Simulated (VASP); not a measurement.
# KBr (Pm-3m) in VASP: a series of runs, part 2 of 2

VASP 6.6.1. The steps go on from the part before.

## Step 4: Single point, PBE

Input file INCAR:

```
  PREC = Normal
  ENCUT = 450
  EDIFF = 1E-6
  ISMEAR = 0
  SIGMA = 0.05
  LREAL = False
  LASPH = True
  NELM = 100
  ALGO = Normal
  ISIF = 2
  LWAVE = False
  LCHARG = False
  GGA = PE
  NBANDS = 14
  ADDGRID = False
```

Input file KPOINTS:

```
Automatic mesh
0
Gamma
  5 5 5
```

Input file POSCAR:

```
KBr
1.0
    4.0434990000      0.0000000000      0.0000000000
    0.0000000000      4.0434990000      0.0000000000
    0.0000000000      0.0000000000      4.0434990000
Br K
1 1
Direct
    0.5000000000      0.5000000000      0.5000000000
    0.0000000000      0.0000000000      0.0000000000
```

Potentials or basis: VASP PAW PBE potentials, release 64 (Br, K_pv).

Run with:

```sh
$ cat potpaw_PBE.64/Br/POTCAR potpaw_PBE.64/K_pv/POTCAR > POTCAR
$ mpirun -np 1 vasp_std > vasp.out
```

OUTCAR:

```text
PREC = Normal
   ENCUT = 450
   EDIFF = 1E-6
   ISMEAR = 0
   LREAL = False
   LASPH = True
   NELM = 100
   ISIF = 2
   GGA = PE

 Found     10 irreducible k-points:

 Following reciprocal coordinates:
            Coordinates               Weight
  0.000000  0.000000  0.000000      1.000000
  0.200000  0.000000  0.000000      6.000000
  0.400000  0.000000  0.000000      6.000000
  0.200000  0.200000  0.000000     12.000000
  0.400000  0.200000  0.000000     24.000000
  0.400000  0.400000  0.000000     12.000000
   k-points           NKPTS =     10   k-points in BZ     NKDIM =     10   number of bands    NBANDS=     14
   number of dos      NEDOS =    301   number of ions     NIONS =      2
   total plane-waves  NPLWV =  13824
   dimension x,y,z NGX =    24 NGY =   24 NGZ =   24
   dimension x,y,z NGXF=    48 NGYF=   48 NGZF=   48
   ions per type =               1   1
   NGX,Y,Z   is equivalent  to a cutoff of   9.87,  9.87,  9.87 a.u.
   NGXF,Y,Z  is equivalent  to a cutoff of  19.73, 19.73, 19.73 a.u.
 SYSTEM =  unknown system
   PREC   = normal    normal or accurate (medium, high low for compatibility)
   ISTART =      0    job   : 0-new  1-cont  2-samecut
   ICHARG =      2    charge: 1-file 2-atom 10-const
   ISPIN  =      1    spin polarized calculation?
   LNONCOLLINEAR =      F non collinear calculations
   LSORBIT =      F    spin-orbit coupling
   LASPH  =      T    aspherical Exc in radial PAW
   ENCUT  =  450.0 eV  33.07 Ry    5.75 a.u.   6.99  6.99  6.99*2*pi/ulx,y,z
   NELM   =    100;   NELMIN=  2; NELMDL= -5     # of ELM steps
   EDIFF  = 0.1E-05   stopping-criterion for ELM
[... 18 lines left out ...]
     AMIX     =   0.40;   BMIX     =  1.00
     AMIX_MAG =   1.60;   BMIX_MAG =  1.00
  volume/ion in A,a.u.               =      33.06       223.07
  Fermi-wavevector in a.u.,A,eV,Ry     =   0.975799  1.843992 12.955234  0.952183
  Thomas-Fermi vector in A             =   2.106367
   LORBIT       =      0    0 simple, 1 ext, 2 COOP (PROOUT), +10 PAW based schemes
   GGA     = PE    functional components
[... 5 lines left out ...]
 non-spin polarized calculation
 Gauss-broadening in eV      SIGMA  =   0.05
  energy-cutoff  :      450.00
  volume of cell :       66.11
 maximum number of plane-waves:      1445
   NGX = 13   NGY = 13   NGZ = 13

 number of electron      13.9999985 magnetization

 Free energy of the ion-electron system (eV)
  ---------------------------------------------------
  ext. energy  EPLUGINS =         0.00000000
  ---------------------------------------------------
  free energy    TOTEN  =        -6.04105925 eV

  energy without entropy =       -6.04105925  energy(sigma->0) =       -6.04105925

 E-fermi :  -1.7675     XC(G=0):  -7.7939

 val. band max:       -2.0019905795   @ k =   0.4000   0.4000   0.0000
 cond. band min:       1.8995755513   @ k =   0.0000   0.0000   0.0000
 fundamental gap:      3.9015661308
 Fermi energy:        -1.7675301792

 k-point     1 :       0.0000    0.0000    0.0000
  band No.  band energies     occupation
      1     -14.7394      2.00000
      2     -14.0393      2.00000
      3     -14.0393      2.00000
      4     -14.0393      2.00000
      5      -2.2184      2.00000
      6      -2.2184      2.00000
      7      -2.2184      2.00000
      8       1.8996      0.00000
      9       3.8934      0.00000
     10       3.8934      0.00000
     11       7.8467      0.00000
     12       7.8467      0.00000
     13       7.8467      0.00000
     14      10.5887      0.00000

 k-point     2 :       0.2000    0.0000    0.0000
  band No.  band energies     occupation
      1     -14.8023      2.00000
      2     -14.0327      2.00000
      3     -14.0327      2.00000
      4     -13.9678      2.00000
      5      -2.9353      2.00000
      6      -2.2083      2.00000
      7      -2.2083      2.00000
      8       2.7386      0.00000
      9       4.1978      0.00000
     10       4.6622      0.00000
     11       7.7323      0.00000
     12       7.7323      0.00000
     13       8.0260      0.00000
     14       9.2148      0.00000

 k-point     3 :       0.4000    0.0000    0.0000
  band No.  band energies     occupation
      1     -14.8946      2.00000
      2     -14.0220      2.00000
      3     -14.0220      2.00000
      4     -13.8572      2.00000
      5      -3.7801      2.00000
      6      -2.1926      2.00000
      7      -2.1926      2.00000
      8       4.1627      0.00000
      9       4.9848      0.00000
     10       5.6866      0.00000
     11       7.3747      0.00000
     12       7.7731      0.00000
     13       7.7731      0.00000
     14       8.3818      0.00000

 k-point     4 :       0.2000    0.2000    0.0000
  band No.  band energies     occupation
      1     -14.7949      2.00000
      2     -14.0881      2.00000
      3     -14.0266      2.00000
      4     -13.9196      2.00000
      5      -2.9738      2.00000
      6      -2.6908      2.00000
      7      -2.1757      2.00000
      8       3.3649      0.00000
      9       4.5534      0.00000
     10       5.1437      0.00000
     11       7.1198      0.00000
     12       7.3957      0.00000
     13       8.2844      0.00000
     14       9.0300      0.00000

 k-point     5 :       0.4000    0.2000    0.0000
  band No.  band energies     occupation
      1     -14.8019      2.00000
      2     -14.0853      2.00000
      3     -14.0168      2.00000
      4     -13.9118      2.00000
      5      -3.6135      2.00000
      6      -2.6670      2.00000
      7      -2.1222      2.00000
      8       4.3186      0.00000
      9       4.7419      0.00000
     10       6.0193      0.00000
     11       6.9127      0.00000
     12       7.1970      0.00000
     13       7.4692      0.00000
     14       8.5910      0.00000

 k-point     6 :       0.4000    0.4000    0.0000
  band No.  band energies     occupation
      1     -14.6072      2.00000
      2     -14.1667      2.00000
      3     -14.0635      2.00000
      4     -14.0083      2.00000
      5      -3.3510      2.00000
      6      -3.2598      2.00000
      7      -2.0020      2.00000
      8       3.5763      0.00000
      9       4.6086      0.00000
     10       6.2537      0.00000
     11       6.4718      0.00000
     12       7.5455      0.00000
     13       7.6132      0.00000
     14       9.3550      0.00000

 [... further k-points ...]

------------------------ aborting loop because EDIFF is reached ----------------------------------------

  FORCE on cell =-STRESS in cart. coord.  units (eV):
  Direction    XX          YY          ZZ          XY          YZ          ZX
  --------------------------------------------------------------------------------------
  -------------------------------------------------------------------------------------
  Total        0.0504148      0.0504148      0.0504148      0.0000000      0.0000000     -0.0000000
  in kB        1.2217901      1.2217901      1.2217901      0.0000000      0.0000000     -0.0000000
  external PRESSURE =       1.2217901 kB  Pullay stress =       0.0000000 kB

 VOLUME and BASIS-vectors are now :
 -----------------------------------------------------------------------------
  energy-cutoff  :      450.00
  volume of cell :       66.11
      direct lattice vectors                 reciprocal lattice vectors
     4.043499000  0.000000000  0.000000000     0.247310559  0.000000000  0.000000000
     0.000000000  4.043499000  0.000000000     0.000000000  0.247310559  0.000000000
     0.000000000  0.000000000  4.043499000     0.000000000  0.000000000  0.247310559

 POSITION                                       TOTAL-FORCE (eV/Angst)
 -----------------------------------------------------------------------------------
      2.02175      2.02175      2.02175         0.000000      0.000000      0.000000
      0.00000      0.00000      0.00000         0.000000      0.000000      0.000000
 -----------------------------------------------------------------------------------
    total drift:                                0.000000     -0.000000     -0.000000

  FREE ENERGIE OF THE ION-ELECTRON SYSTEM (eV)
  ---------------------------------------------------
  free  energy   TOTEN  =        -6.0410592507 eV

  energy  without entropy=       -6.0410592507  energy(sigma->0) =       -6.04105925
```

OSZICAR:

```text
N       E                     dE             d eps       ncg     rms          rms(c)
DAV:   1     0.745824361424E+02    0.74582E+02   -0.56424E+03   296   0.782E+02
DAV:   2    -0.127490661556E+01   -0.75857E+02   -0.72310E+02   348   0.177E+02
DAV:   3    -0.620304372744E+01   -0.49281E+01   -0.49161E+01   358   0.401E+01
DAV:   4    -0.623976740103E+01   -0.36724E-01   -0.36722E-01   310   0.406E+00
DAV:   5    -0.623998776659E+01   -0.22037E-03   -0.22036E-03   382   0.336E-01    0.226E+00
DAV:   6    -0.606431867056E+01    0.17567E+00   -0.20938E-01   322   0.241E+00    0.159E+00
DAV:   7    -0.603789176374E+01    0.26427E-01   -0.99325E-02   340   0.199E+00    0.844E-01
DAV:   8    -0.604088288729E+01   -0.29911E-02   -0.90850E-03   298   0.728E-01    0.136E-01
DAV:   9    -0.604092055334E+01   -0.37666E-04   -0.52548E-04   374   0.157E-01    0.673E-02
DAV:  10    -0.604105957958E+01   -0.13903E-03   -0.19562E-04   280   0.102E-01    0.109E-02
DAV:  11    -0.604105925074E+01    0.32884E-06   -0.96740E-07   350   0.793E-03
   1 F= -.60410593E+01 E0= -.60410593E+01  d E =-.764025E-12
```

It took 3.5 s on 1 thread of Intel Xeon Platinum 8488C (Sapphire Rapids), shared host; peak memory 0.14 GiB.

These settings aren't checked as converged: the numbers below hold their error.

What came out:

```
Free energy            : -6.0411 eV
Pressure               : 0.1 GPa
Band gap on the k mesh : 3.90 eV, indirect (least direct gap 4.12 eV)
```

Caveat: an odd mesh through Γ misses points on the zone boundary, where band edges often lie.

## Step 5: Single point, PBE

INCAR, as its differences from that of step 4:

```diff
@@ -1,2 +1,2 @@
-  PREC = Normal
+  PREC = Accurate
   ENCUT = 450
@@ -5,3 +5,3 @@
   SIGMA = 0.05
-  LREAL = False
+  LREAL = Auto
   LASPH = True
```

KPOINTS is that of step 4.

POSCAR is that of step 4.

Run with:

```sh
$ cat potpaw_PBE.64/Br/POTCAR potpaw_PBE.64/K_pv/POTCAR > POTCAR
$ mpirun -np 1 vasp_std > vasp.out
```

Wall time 5.8 s (1 thread of Intel Xeon Platinum 8488C (Sapphire Rapids), shared host); peak memory 0.15 GiB.

The run converged, but some of its settings lie outside the range that counts as converged, so its numbers aren't taken as properties of the crystal.

Results:

* Free energy: -6.0412 eV
* Pressure: 0.1 GPa
* Band gap on the k mesh: 3.90 eV, indirect (least direct gap 4.12 eV)

Caveat: an odd mesh through Γ misses points on the zone boundary, where band edges often lie.

## Step 6: Single point, PBE

INCAR, as its differences from that of step 5:

```diff
@@ -2,6 +2,6 @@
   ENCUT = 450
-  EDIFF = 1E-6
+  EDIFF = 0.01
   ISMEAR = 0
   SIGMA = 0.05
-  LREAL = Auto
+  LREAL = False
   LASPH = True
```

KPOINTS is that of step 5.

POSCAR is that of step 5.

Potentials or basis: VASP PAW PBE potentials, release 64 (Br, K_pv).

Run with:

```sh
$ cat potpaw_PBE.64/Br/POTCAR potpaw_PBE.64/K_pv/POTCAR > POTCAR
$ mpirun -np 1 vasp_std > vasp.out
```

Wall time 3.3 s (1 thread of Intel Xeon Platinum 8488C (Sapphire Rapids), shared host); peak memory 0.15 GiB.

These settings aren't checked as converged: the numbers below hold their error.

Results:

```
Free energy            : -6.0409 eV
Pressure               : 0.6 GPa
Band gap on the k mesh : 3.91 eV, indirect (least direct gap 4.12 eV)
```

Caveat: an odd mesh through Γ misses points on the zone boundary, where band edges often lie.
